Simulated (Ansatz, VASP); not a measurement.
## Pt: VASP beside Ansatz

```
Pt
1.0
     2.70409   -0.00748    0.00211
    -1.35857    2.28828    0.00664
     0.00344    0.01403    4.89772
Pt
2
Cartesian
  1.6129 0.7069 3.6133
  -0.3646 1.6796 1.0933
```

This isn't the form of Pt at room conditions, which is fcc.

Alike in both runs: task single point; functional PBEsol; k mesh 7 × 7 × 4; no spin polarisation.

|  | VASP | Ansatz |
| --- | --- | --- |
| version | VASP 6.6.1 | Ansatz 0.2.0 |
| potentials or method | VASP PAW PBE potentials, release 64 (Pt) | plane waves, PAW |
| plane-wave cutoff (eV) | 520 | 420 |
| occupations | methfessel-paxton of order 1, width 0.1 eV | cold |
| valence electrons in the cell | 20 | 36 |

Ansatz gave:

| Quantity | Value |
| --- | --- |
| pressure (GPa) | 4.3 |
| largest component of the traceless stress (GPa) | 5.44 |
| rms of the force components (eV/Å) | 0.520 |

Estimate VASP's values.

pressure (GPa): 3.8; largest component of the traceless stress (GPa): 5.38; rms of the force components (eV/Å): 0.520.

Atom by atom the forces differ by 0.003 eV/Å (rms over components). The two sets of potentials don't hold the same shells in valence.

Caveats: the k mesh is coarse (spacing up to 0.39 Å⁻¹), so the values aren't converged; the PAW data sets were made with another functional, which shifts forces and pressure a little (VASP). Spin-orbit coupling is left out, which matters for the levels of Pt.
